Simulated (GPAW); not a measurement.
ZrSe2:

```
Zr Se
1.0
     3.79800    0.00000    0.00000
    -1.89900    3.28916    0.00000
     0.00000    0.00000    6.19200
Zr Se
1 2
Direct
  0.00000 0.00000 0.00000
  0.66667 0.33333 0.75000
  0.33333 0.66667 0.25000
```

Base run:

* Program: GPAW 26.7.0
* Functional: LDA
* Potentials or basis: the program's PAW data sets (release 1.2.1) made for this functional
* Cutoff: 400 eV
* Basis: pw
* k mesh: 7 × 7 × 4
* Occupations: fermi-dirac, width 0.001 eV
* Spin: no spin polarisation
* Hubbard terms: Zr d U = 6.0 eV

Its results: band gap on the k mesh 1.26 eV, indirect (least direct gap 2.13 eV); electronic dielectric tensor (diagonal) 8.94, 8.94, 5.22.

**Question.** The run is repeated on the same cell with these changes: hubbard terms from Zr d U = 6.0 eV to Zr d U = 4.0 eV. What comes out?

**Answer.** Band gap on the k mesh 0.93 eV, indirect (least direct gap 1.76 eV); electronic dielectric tensor (diagonal) 10.34, 10.34, 5.57.

Caveats: the long-wavelength limit can be off by several per cent where d states take part; response on these states lacks terms of the Hamiltonian; an odd mesh through Γ misses points on the zone boundary, where band edges often lie.
